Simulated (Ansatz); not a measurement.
PbTe in the zincblende structure, relaxed with r2SCAN in the plane-wave code Ansatz: it is cubic, F-43m (No. 216); a = 7.283 Å in the conventional setting, 48.29 Å³ an atom. Pb has 4 Te at 3.15 Å; Te has 4 Pb at 3.15 Å. The primitive cell holds 2 atoms in 96.58 Å³. The calculation is non-magnetic, and the structure need not be a phase that has been made.

Computed values: PBE gives a gap of 0.59 eV and PBE0 (25 % exact exchange) 1.57 eV; one over PBE's mean ε∞ is 0.110. HSE06+SOC (4×4×4) gives a least gap of 0.51 eV and a least direct gap of 1.25 eV. r2SCAN's ε∞ is 8.28.

What is the density?
The cell holds 1 Pb, 1 Te: M = 1×207.200 + 1×127.600 = 334.80 u in V = 96.58 Å³. ρ = 1.66054 × M/V = 1.66054 × 334.80/96.58 = 5.756 g/cm³, for the static r2SCAN lattice.

Taking the gap as linear in the share of unscreened exchange, estimate the gap of the hybrid whose share is 1/ε∞.
The slope is (1.57 − 0.59)/0.25 = 3.92 eV per unit share, so E_g ≈ 0.59 + 3.92 × 0.110 = 1.02 eV. The run with that share gives 1.01 eV (4×4×4 mesh), -0.01 eV from the straight line.

At what wavelength does absorption set in by HSE06+SOC, excitons left aside?
λ = 1239.84 eV nm/E: 2431 nm for the least gap, where it needs phonons and is weak, and 992 nm for direct transitions. That lies in the infrared.

What refractive index and reflectivity at normal incidence follow, below the gap and above the phonons?
n = √8.28 = 2.877; R = ((n − 1)/(n + 1))² = (1.877/3.877)² = 23.4 % a face.

Only the levels marked +SOC include spin-orbit coupling.

The meshes of the hybrids are coarse, so their gaps aren't converged to the digits shown.
